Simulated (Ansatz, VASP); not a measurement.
**Two plane-wave programs on Ba**

```
Ba
1.0
    -2.53948    2.53948    2.53948
     2.53948   -2.53948    2.53948
     2.53948    2.53948   -2.53948
Ba
1
Cartesian
  0.0000 0.0000 0.0000
```

Change from the starting cell: volume scaled by 1.04.

Alike in both runs: task single point; functional PBE; k mesh 8 × 8 × 8; occupations fermi-dirac, width 0.05 eV; no spin polarisation.

|  | VASP | Ansatz |
| --- | --- | --- |
| version | VASP 6.6.1 | Ansatz 0.2.0 |
| potentials or method | VASP PAW PBE potentials, release 64 (Ba_sv) | Ansatz PAW |
| plane-wave cutoff (eV) | 520 | 420 |
| valence electrons in the cell | 10 | 10 |

```csv
,VASP,Ansatz,Ansatz less VASP
gap on the k mesh at the Fermi level (eV),none,none,-
pressure (GPa),-0.3,-0.3,-0.04
```

A gap of «none» marks a metal or a gap that the smearing closes.

Spin-orbit coupling is left out, which matters for the levels of Ba.
